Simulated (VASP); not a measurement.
Wanted: the native input for a VASP 6.6.1 run.

| Property | Result |
| --- | --- |
| Task | relaxation of cell and atoms |
| Functional | PBEsol |
| Potentials or basis | VASP PAW PBE potentials, release 64 (W_sv) |
| Cutoff | 600 eV |
| k mesh | 8 × 8 × 8 |
| Occupations | gaussian, width 0.1 eV |
| Spin | no spin polarisation |
| Further INCAR settings | ALGO = Fast; EDIFF = 1e-07; IBRION = 2; EDIFFG = -0.005; NSW = 90; ISIF = 3 |

The structure of W lies in POSCAR:

```
W
1.0
    5.0622703800      0.0000000000      0.0000000000
    0.0000000000      5.0622703800      0.0000000000
    0.0000000000      0.0000000000      5.0622703800
W
8
Direct
    0.2500000000      0.0000000000      0.5000000000
    0.7500000000      0.0000000000      0.5000000000
    0.0000000000      0.5000000000      0.2500000000
    0.0000000000      0.5000000000      0.7500000000
    0.5000000000      0.7500000000      0.0000000000
    0.5000000000      0.2500000000      0.0000000000
    0.0000000000      0.0000000000      0.0000000000
    0.5000000000      0.5000000000      0.5000000000
```

This isn't the form of W at room conditions, which is bcc.

These files were run (other wordings do the same):

INCAR

```
SYSTEM = W
PREC = Accurate ; ENCUT = 600
EDIFF = 1E-7 ; ISMEAR = 0
SIGMA = 0.1 ; LREAL = .FALSE.
LASPH = .TRUE. ; NELM = 100
ALGO = Fast ; ISIF = 3
LWAVE = .FALSE. ; LCHARG = .FALSE.
GGA = PS ; IBRION = 2
NSW = 90 ; EDIFFG = -0.005
```

KPOINTS

```
regular mesh
0
G
  8 8 8
  0 0 0
```

Potentials or basis: VASP PAW PBE potentials, release 64 (W_sv).

Launch:

```console
$ cat potpaw_PBE.64/W_sv/POTCAR > POTCAR
$ mpirun -np 1 vasp_std > vasp.out
```

Results of the run:

```json
{
  "Relaxed volume": "15.97 Å³/atom",
  "Relaxed cell": "a = 5.036 Å, b = 5.036 Å, c = 5.036 Å, α = 90.00°, β = 90.00°, γ = 90.00°",
  "Space group after relaxing (to 0.05 Å)": "Pm-3n (No. 223)",
  "Energy gained by relaxing": "3.8 meV/atom",
  "Ionic steps": "4",
  "Pressure after relaxing": "0.0 GPa",
  "Band gap on the k mesh": "none (metal or under the smearing width)"
}
```

Caveat: the PAW data sets were made with another functional, which shifts forces and pressure a little.

It took 11 min on 1 thread of Intel(R) Xeon(R) 6975P-C (Granite Rapids), on a shared host, peak memory 0.42 GiB.
